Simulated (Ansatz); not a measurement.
A run of Ansatz 0.2.0 is set up as follows.

The input input.yaml:

```yaml
crystal:
  lattice:
    - [0.0, 2.256, 2.256]
    - [2.256, 0.0, 2.256]
    - [2.256, 2.256, 0.0]
  atoms:
    - { symbol: Hf, position: [0.0, 0.0, 0.0] }
    - { symbol: "N", position: [0.5, 0.5, 0.5] }
kpoints:
  mp_grid: { grid: [10, 10, 10] }
  band_path:
    path:
      - [0.0, 0.0, 0.0]
      - [0.5, 0.0, 0.5]
      - [0.5, 0.25, 0.75]
      - [0.375, 0.375, 0.75]
      - [0.0, 0.0, 0.0]
      - [0.5, 0.5, 0.5]
      - [0.625, 0.25, 0.625]
      - [0.5, 0.25, 0.75]
    npoints: 6
scf:
  occupations: { method: fermi_dirac, width: 0.05 }
hamiltonian:
  xc: pbesol
  pseudopotentials: { kind: all_electron, lapw: { basis_error: 0.001 } }
output:
  forces: true
  stress: true
  eigenvalues: true
```

Potentials or basis: all-electron LAPW, scalar-relativistic.

Command:

```sh
$ ansatz run input.yaml --threads 1 --pin off --max-ram 3072MiB --backend cpu --events-out ev --progress --plain --runs-dir out
```

(1) Estimate the band gap along the path.

(2) Predict the pressure.

## Answers

(1) none (metal or under the smearing width).

(2) -1.9 GPa.

Caveat: spin-orbit coupling is left out, which moves the levels of the heavy elements.
